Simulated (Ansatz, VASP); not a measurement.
Two plane-wave programs on PtSe2

File INCAR:

```
PREC = Accurate ; ENCUT = 520
EDIFF = 1E-6 ; ISMEAR = -1
SIGMA = 0.02 ; LREAL = False
LASPH = True ; NELM = 60
ALGO = Normal ; ISIF = 2
LWAVE = False ; LCHARG = False
GGA = PE ; NBANDS = 18
```

KPOINTS

```
Automatic mesh
0
Gamma
  6 6 4
```

File POSCAR:

```
PtSe2
1.0
    3.7286503858      0.0000000000      0.0000000000
   -1.8643251929      3.2291059560      0.0000000000
    0.0000000000      0.0000000000      5.2771564047
Pt Se
1 2
Direct
    0.0000000000      0.0000000000      0.0000000000
    0.3333333333      0.6666666667      0.2462189036
    0.6666666667      0.3333333333      0.7537810964
```

Input for Ansatz:

```yaml
crystal:
  lattice:
    - [3.7286503858, 0.0, 0.0]
    - [-1.8643251929, 3.229105956, 0.0]
    - [0.0, 0.0, 5.2771564047]
  atoms:
    - { symbol: Pt, position: [0.0, 0.0, 0.0] }
    - { symbol: Se, position: [0.3333333333, 0.6666666667, 0.2462189036] }
    - { symbol: Se, position: [0.6666666667, 0.3333333333, 0.7537810964] }
kpoints:
  mp_grid: { grid: [6, 6, 4] }
hamiltonian:
  xc: pbe
scf:
  occupations: { method: fermi_dirac, width: 0.02 }
  n_extra_bands: 4
  mixing: { preconditioner: none }
output:
  forces: true
  stress: true
  eigenvalues: true
```

Alike in both runs: task single point; functional PBE; k mesh 6 × 6 × 4; occupations fermi-dirac, width 0.02 eV; no spin polarisation.

|  | VASP | Ansatz |
| --- | --- | --- |
| version | VASP 6.6.1 | Ansatz 0.2.0 |
| potentials or method | VASP PAW PBE potentials, release 64 (Pt, Se) | plane waves |
| plane-wave cutoff (eV) | 520 | 420 |
| valence electrons in the cell | 22 | 50 |

```csv
,VASP,Ansatz,Ansatz less VASP
pressure (GPa),3.8,3.8,+0.02
largest component of the traceless stress (GPa),1.19,1.19,0.000
rms of the force components (eV/Å),0.081,0.080,-0.0012
```

Atom by atom the forces differ by 0.001 eV/Å (rms over components). The two sets of potentials don't hold the same shells in valence.

The runs have no spin-orbit coupling, so splittings on Pt are missing.
